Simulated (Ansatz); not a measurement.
**La (fcc)**

Method: HSE06, scalar-relativistic; no spin polarisation; PAW, 420 eV, Γ-centred 8×8×8 mesh, 0.05 eV Gaussian smearing; code Ansatz. The datasets are Ansatz's generated set soft_2.

```
CELL_PARAMETERS angstrom
0.00000 2.67288 2.67288
2.67288 0.00000 2.67288
2.67288 2.67288 0.00000
ATOMIC_POSITIONS crystal
La 0.00000 0.00000 0.00000
```

At room temperature and ambient pressure La is dhcp.

The volume is at zero pressure for this level.

Path: Γ–X–U | K–Γ–L–W–X, with Γ = (0.000, 0.000, 0.000), X = (0.500, 0.000, 0.500), U = (0.625, 0.250, 0.625), K = (0.375, 0.375, 0.750), L = (0.500, 0.500, 0.500), W = (0.500, 0.250, 0.750) in reciprocal vectors of the calculation's cell.

Is it a metal or an insulator, and if it has a gap, where are the band edges on this path?

A metal: bands cross the Fermi level.

Levels between -6 and 3 eV from the Fermi level at the path's named points:
```tsv
point	below E_F (eV)	above E_F (eV)
Γ	-3.91	1.77 1.77 1.77 2.85
X	-2.31 -1.59	
U and K	-1.48 -0.48	1.86
L	-2.01	1.54 1.54 2.10
W	-1.02	0.47 0.47 2.26
```

With 11 valence electrons in the calculation's cell and no magnetic order, the bands, two electrons each, can't all be full or empty: band theory demands a metal. (Only strong correlation, outside this picture, could make a Mott insulator of it.)

Spin–orbit coupling, which matters for such heavy elements, is left out. For a metal under a hybrid functional this mesh is coarse.
